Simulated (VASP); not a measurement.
# La (P6_3/mmc) in VASP: single point with PBE

Aim: the single point of La with PBE.

Program: VASP 6.6.1. These are calculated values, not measurements. Logs are shortened: lines on timing, memory, paths and dates and some standing lists are left out, and cuts for length are marked.

### 1 Starting point

Symmetry: P6_3/mmc, No. 194, hexagonal system. Conventional cell: a = 3.774 Å, b = 3.774 Å, c = 12.060 Å, α = 90.00°, β = 90.00°, γ = 120.00°. Around La (site symmetry -3m) lie 12 La at 3.72 to 3.77 Å. La (site symmetry -6m2) is surrounded by 12 La at 3.72 to 3.77 Å.

### 2 Single point, PBE

Contents of INCAR:

```
ALGO     = Fast           # electronic algorithm
EDIFF    = 1E-6           # SCF threshold, eV
ENCUT    = 520            # plane-wave cutoff, eV
GGA      = PE             # functional
ISIF     = 2              # what is computed and relaxed
ISMEAR   = 0              # smearing method
LASPH    = True           # aspherical terms in the spheres
LCHARG   = False          # write CHGCAR
LREAL    = False          # projectors in reciprocal space
LWAVE    = False          # write WAVECAR
NBANDS   = 30             # bands
NELM     = 100            # most SCF steps
PREC     = Accurate       # precision mode
SIGMA    = 0.05           # smearing width, eV
```

Contents of KPOINTS:

```
k-points
0
Gamma
  14 14 4
```

Contents of POSCAR:

```
La
1.0
    3.7735315813      0.0000000000      0.0000000000
   -1.8867657907      3.2679742114      0.0000000000
    0.0000000000      0.0000000000     12.0599384368
La
4
Direct
    0.0000000000      0.0000000000      0.0000000000
    0.0000000000      0.0000000000      0.5000000000
    0.3333333333      0.6666666667      0.2500000000
    0.6666666667      0.3333333333      0.7500000000
```

Potentials or basis: VASP PAW PBE potentials, release 64 (La).

Launch:

```
> cat potpaw_PBE.64/La/POTCAR > POTCAR
> mpirun -np 1 vasp_std > vasp.out
```

OUTCAR:

```text
EDIFF = 1E-6
   ENCUT = 520
   GGA = PE
   ISIF = 2
   ISMEAR = 0
   LASPH = True
   LREAL = False
   NELM = 100
   PREC = Accurate

 ion  position               nearest neighbor table
   1  0.000  0.000  0.000-
   2  0.000  0.000  0.500-
   3  0.333  0.667  0.250-
   4  0.667  0.333  0.750-

  LATTYP: Found a hexagonal cell.
 ALAT       =     3.7735315813
 C/A-ratio  =     3.1959288473

  Lattice vectors:

 A1 = (   3.7735315813,   0.0000000000,   0.0000000000)
 A2 = (  -1.8867657907,   3.2679742114,   0.0000000000)
 A3 = (   0.0000000000,   0.0000000000,  12.0599384368)

Analysis of symmetry for initial positions (statically):
=====================================================================
 Subroutine PRICEL returns:
 Original cell was already a primitive cell.

 Routine SETGRP: Setting up the symmetry group for a
 hexagonal supercell.

 Subroutine GETGRP returns: Found 24 space group operations
 (whereof 12 operations were pure point group operations)
 out of a pool of 24 trial point group operations.

The static configuration has the point symmetry D_3d.
 The point group associated with its full space group is D_6h.

Analysis of symmetry for dynamics (positions and initial velocities):
=====================================================================
 Subroutine PRICEL returns:
 Original cell was already a primitive cell.

 Routine SETGRP: Setting up the symmetry group for a
 hexagonal supercell.

 Subroutine GETGRP returns: Found 24 space group operations
 (whereof 12 operations were pure point group operations)
 out of a pool of 24 trial point group operations.

The dynamic configuration has the point symmetry D_3d.
 The point group associated with its full space group is D_6h.

 Subroutine INISYM returns: Found 24 space group operations
 (whereof 12 operations are pure point group operations),
 and found     1 'primitive' translations

----------------------------------------------------------------------------------------

                                     Primitive cell

  volume of cell :     148.7208

  direct lattice vectors                    reciprocal lattice vectors
     3.773531581  0.000000000  0.000000000     0.265003745  0.152999983  0.000000000
    -1.886765791  3.267974211  0.000000000     0.000000000  0.305999967  0.000000000
     0.000000000  0.000000000 12.059938437     0.000000000  0.000000000  0.082919163

  length of vectors
     3.773531581  3.773531581 12.059938437     0.305999967  0.305999967  0.082919163

  position of ions in fractional coordinates (direct lattice)
     0.000000000  0.000000000  0.000000000
     0.000000000  0.000000000  0.500000000
     0.333333333  0.666666667  0.250000000
     0.666666667  0.333333333  0.750000000

  ion indices of the primitive-cell ions
   primitive index   ion index
                 1           1
                 2           2
                 3           3
                 4           4

----------------------------------------------------------------------------------------

 KPOINTS: k-points

Automatic generation of k-mesh.
 Grid dimensions read from file:
 generate k-points for:   14   14    4

 Generating k-lattice:

  Cartesian coordinates                     Fractional coordinates (reciprocal lattice)
     0.018928839  0.010928570  0.000000000     0.071428571  0.000000000  0.000000000
     0.000000000  0.021857140  0.000000000     0.000000000  0.071428571  0.000000000
     0.000000000  0.000000000  0.020729791     0.000000000  0.000000000  0.250000000

  Length of vectors
     0.021857140  0.021857140  0.020729791

  Shift w.r.t. Gamma in fractional coordinates (k-lattice)
     0.000000000  0.000000000  0.000000000

 Subroutine IBZKPT returns following result:
 ===========================================

 Found     72 irreducible k-points:

 Following reciprocal coordinates:
            Coordinates               Weight
  0.000000  0.000000  0.000000      1.000000
  0.071429  0.000000  0.000000      6.000000
  0.142857 -0.000000  0.000000      6.000000
  0.214286  0.000000  0.000000      6.000000
  0.285714  0.000000  0.000000      6.000000
  0.357143 -0.000000  0.000000      6.000000
[... 16 lines left out ...]
  0.285714  0.285714  0.000000      6.000000
  0.357143  0.285714  0.000000      6.000000
 [... further k-points ...]
   k-points           NKPTS =     72   k-points in BZ     NKDIM =     72   number of bands    NBANDS=     30
   number of dos      NEDOS =    301   number of ions     NIONS =      4
   total plane-waves  NPLWV =  70560
   dimension x,y,z NGX =    28 NGY =   28 NGZ =   90
   dimension x,y,z NGXF=    56 NGYF=   56 NGZF=  180
   ions per type =               4
   NGX,Y,Z   is equivalent  to a cutoff of  12.34, 12.34, 12.41 a.u.
   NGXF,Y,Z  is equivalent  to a cutoff of  24.67, 24.67, 24.81 a.u.
 SYSTEM =  unknown system
   PREC   = accura    normal or accurate (medium, high low for compatibility)
   ISTART =      0    job   : 0-new  1-cont  2-samecut
   ICHARG =      2    charge: 1-file 2-atom 10-const
   ISPIN  =      1    spin polarized calculation?
   LNONCOLLINEAR =      F non collinear calculations
   LSORBIT =      F    spin-orbit coupling
   LASPH  =      T    aspherical Exc in radial PAW
   ENCUT  =  520.0 eV  38.22 Ry    6.18 a.u.   7.02  7.02 22.42*2*pi/ulx,y,z
   NELM   =    100;   NELMIN=  2; NELMDL= -5     # of ELM steps
   EDIFF  = 0.1E-05   stopping-criterion for ELM
   LREAL  =      F    real-space projection
   EDIFFG = 0.1E-04   stopping-criterion for IOM
   NSW    =      0    number of steps for IOM
   IBRION =     -1    ionic relax: 0-MD 1-quasi-New 2-CG
   NFREE  =      0    steps in history (QN), initial steepest desc. (CG)
   ISIF   =      2    stress and relaxation
   ISYM   =      2    0-nonsym 1-usesym 2-fastsym
   POTIM  = 0.5000    time-step for ionic-motion
   TEBEG  =    0.0;   TEEND  =   0.0 temperature during run
   PSTRESS=    0.0 pullay stress
   NELECT =      44.0000    total number of electrons
   NUPDOWN=      -1.0000    fix difference up-down
   EMIN   =  10.00;   EMAX   =-10.00  energy-range for DOS
   EFERMI =   0.00;   METHOD = LEGACY
   ISMEAR =     0;   SIGMA  =   0.05  broadening in eV -4-tet -1-fermi 0-gaus
   EFERMI_NEDOS =   21; number of points for ismear=-14 and -15
   IALGO  =     68    algorithm
   IMIX   =      4    mixing-type and parameters
     AMIX     =   0.40;   BMIX     =  1.00
     AMIX_MAG =   1.60;   BMIX_MAG =  1.00
  volume/ion in A,a.u.               =      37.18       250.90
  Fermi-wavevector in a.u.,A,eV,Ry     =   1.090859  2.061424 16.190561  1.189973
  Thomas-Fermi vector in A             =   2.227092
   LORBIT       =      0    0 simple, 1 ext, 2 COOP (PROOUT), +10 PAW based schemes
   GGA     = PE    functional components
   LHFCALC =     F    Hartree Fock is set to
   AEXX    =    0.0000 exact exchange contribution
   IVDW    =     0    specifies the selected vdW correction
   LEPSILON=     F    determine dielectric tensor
   LRPA    =     F    only Hartree local field effects (RPA)
 non-spin polarized calculation
 RMM-DIIS sequential band-by-band and
 Gauss-broadening in eV      SIGMA  =   0.05
  energy-cutoff  :      520.00
  volume of cell :      148.72
 maximum number of plane-waves:      4028
 NGX is ok and might be reduce to    28
   NGX = 13   NGY = 13   NGZ = 45

 number of electron      43.9999997 magnetization

 Free energy of the ion-electron system (eV)
  ---------------------------------------------------
  ext. energy  EPLUGINS =         0.00000000
  ---------------------------------------------------
  free energy    TOTEN  =       -19.54493691 eV

  energy without entropy =      -19.53810845  energy(sigma->0) =      -19.54152268

 E-fermi :   7.8715     XC(G=0):  -9.5567

 val. band max:        7.8651893484   @ k =   0.2857   0.2857   0.0000
 cond. band min:       7.8965280216   @ k =   0.2857   0.2143   0.2500
 fundamental gap:      0.0313386732
 Fermi energy:         7.8714657618

 k-point     1 :       0.0000    0.0000    0.0000
  band No.  band energies     occupation
      1     -25.0217      2.00000
      2     -24.9194      2.00000
      3     -24.9163      2.00000
      4     -24.8104      2.00000
      5      -9.4242      2.00000
      6      -8.7549      2.00000
[... 22 lines left out ...]
     29       9.4638      0.00000
     30       9.5957      0.00000

 k-point     2 :       0.0714    0.0000    0.0000
  band No.  band energies     occupation
      1     -25.0137      2.00000
      2     -24.9136      2.00000
      3     -24.9104      2.00000
      4     -24.8069      2.00000
      5      -9.4030      2.00000
      6      -8.7627      2.00000
[... 22 lines left out ...]
     29       9.4193      0.00000
     30       9.5885      0.00000

 k-point     3 :       0.1429   -0.0000    0.0000
  band No.  band energies     occupation
      1     -24.9908      2.00000
      2     -24.8971      2.00000
      3     -24.8940      2.00000
      4     -24.7973      2.00000
      5      -9.3413      2.00000
      6      -8.7965      2.00000
[... 22 lines left out ...]
     29       9.5393      0.00000
     30       9.6332      0.00000

 k-point     4 :       0.2143    0.0000    0.0000
  band No.  band energies     occupation
      1     -24.9565      2.00000
      2     -24.8731      2.00000
      3     -24.8701      2.00000
      4     -24.7845      2.00000
      5      -9.2465      2.00000
      6      -8.8875      2.00000
[... 22 lines left out ...]
     29       9.3810      0.00000
     30       9.5141      0.00000

 k-point     5 :       0.2857    0.0000    0.0000
  band No.  band energies     occupation
      1     -24.9161      2.00000
      2     -24.8463      2.00000
      3     -24.8433      2.00000
      4     -24.7720      2.00000
      5      -9.1492      2.00000
      6      -9.0410      2.00000
[... 22 lines left out ...]
     29       9.2209      0.00000
     30       9.5158      0.00000
[... 526 lines left out ...]
     29       9.1460      0.00000
     30       9.6749      0.00000

 k-point    22 :       0.3571    0.2143    0.0000
  band No.  band energies     occupation
      1     -24.8104      2.00000
      2     -24.7896      2.00000
      3     -24.7869      2.00000
      4     -24.7661      2.00000
      5      -9.2298      2.00000
      6      -9.1972      2.00000
[... 22 lines left out ...]
     29       9.5790      0.00000
     30       9.6145      0.00000

 k-point    23 :       0.2857    0.2857    0.0000
  band No.  band energies     occupation
      1     -24.8067      2.00000
      2     -24.7882      2.00000
      3     -24.7855      2.00000
      4     -24.7672      2.00000
      5      -9.1717      2.00000
      6      -9.1372      2.00000
[... 22 lines left out ...]
     29       9.2520      0.00000
     30       9.6441      0.00000

 k-point    24 :       0.3571    0.2857    0.0000
  band No.  band energies     occupation
      1     -24.7920      2.00000
      2     -24.7844      2.00000
      3     -24.7817      2.00000
      4     -24.7744      2.00000
      5      -9.1572      2.00000
      6      -9.1021      2.00000
[... 22 lines left out ...]
     29       9.4333      0.00000
     30       9.5286      0.00000

 [... further k-points ...]

------------------------ aborting loop because EDIFF is reached ----------------------------------------

  FORCE on cell =-STRESS in cart. coord.  units (eV):
  Direction    XX          YY          ZZ          XY          YZ          ZX
  --------------------------------------------------------------------------------------
  -------------------------------------------------------------------------------------
  Total        0.0659729      0.0659729      0.0608286     -0.0000000      0.0000000      0.0000000
  in kB        0.7107296      0.7107296      0.6553103     -0.0000000      0.0000000      0.0000000
  external PRESSURE =       0.6922565 kB  Pullay stress =       0.0000000 kB

 VOLUME and BASIS-vectors are now :
 -----------------------------------------------------------------------------
  energy-cutoff  :      520.00
  volume of cell :      148.72
      direct lattice vectors                 reciprocal lattice vectors
     3.773531581  0.000000000  0.000000000     0.265003745  0.152999983  0.000000000
    -1.886765791  3.267974211  0.000000000     0.000000000  0.305999967  0.000000000
     0.000000000  0.000000000 12.059938437     0.000000000  0.000000000  0.082919163

 POSITION                                       TOTAL-FORCE (eV/Angst)
 -----------------------------------------------------------------------------------
      0.00000      0.00000      0.00000         0.000000      0.000000     -0.000000
      0.00000      0.00000      6.02997         0.000000      0.000000     -0.000000
     -0.00000      2.17865      3.01498         0.000000     -0.000000      0.000000
      1.88677      1.08932      9.04495        -0.000000      0.000000      0.000000
 -----------------------------------------------------------------------------------
    total drift:                                0.000000     -0.000000      0.000000

  FREE ENERGIE OF THE ION-ELECTRON SYSTEM (eV)
  ---------------------------------------------------
  free  energy   TOTEN  =       -19.5449369133 eV

  energy  without entropy=      -19.5381084539  energy(sigma->0) =      -19.54152268
```

Run time: 11 min. Hardware: 1 thread of Intel Xeon 6975P-C (Granite Rapids), shared host; peak memory 0.45 GiB.

Results:

| Quantity | Value |
| --- | --- |
| Free energy | -19.5449 eV |
| Pressure | 0.1 GPa |
| Band gap on the k mesh | none (metal or under the smearing width) |

Levels at points of the mesh, in eV from the Fermi level:
```csv
k point,band 20,band 21,band 22,band 23,band 24,band 25
"(0.00, 0.00, 0.00)",-1.76,0.50,0.63,1.23,1.28,1.29
"(0.50, 0.00, 0.00)",-1.05,-0.66,-0.29,-0.19,0.44,0.92
"(0.00, 0.00, 0.50)",-1.68,0.80,0.80,1.23,1.23,1.29
"(0.50, 0.00, 0.50)",-1.39,-1.06,-1.06,0.66,0.66,1.25
```

Spin-orbit coupling is left out, which matters for the levels of La.
